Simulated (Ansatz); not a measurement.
## Density of states of SnSe

```xyz
2
Lattice="0.0000 3.0104 3.0104 3.0104 0.0000 3.0104 3.0104 3.0104 0.0000" Properties=species:S:1:pos:R:3 pbc="T T T"
Sn    0.0000    0.0000    0.0000
Se    3.0104    3.0104    3.0104
```

The cell is the one relaxed in the Materials Project (mp-2693), not relaxed further here; entries there can be hypothetical.

No spin–orbit coupling, which matters for the heavy atoms here.

Theory: Ansatz 0.2.0, DFT, PBEsol, all-electron LAPW, scalar-relativistic.

Sampling and basis: a Γ-centred 11×11×11 k mesh, Fermi–Dirac smearing of 0.05 eV, basis error target 1 meV/atom, no spin polarisation.

States per eV and cell, averaged over 0.6 eV, from -13.0 to 3.6 eV, with energies (bin centres) from the Fermi level; empty bins are left out. 

```
E (eV)  total
 -12.8   1.85
  -8.0   0.61
  -7.4   1.72
  -6.8   0.80
  -6.2   0.16
  -5.6   0.13
  -5.0   0.56
  -4.4   0.93
  -3.8   1.56
  -3.2   1.73
  -2.6   1.89
  -2.0   1.00
  -1.4   1.11
  -0.8   1.02
  -0.2   0.11
   0.4   0.27
   1.0   1.09
   1.6   1.38
   2.2   1.23
   2.8   1.47
   3.4   1.86
```
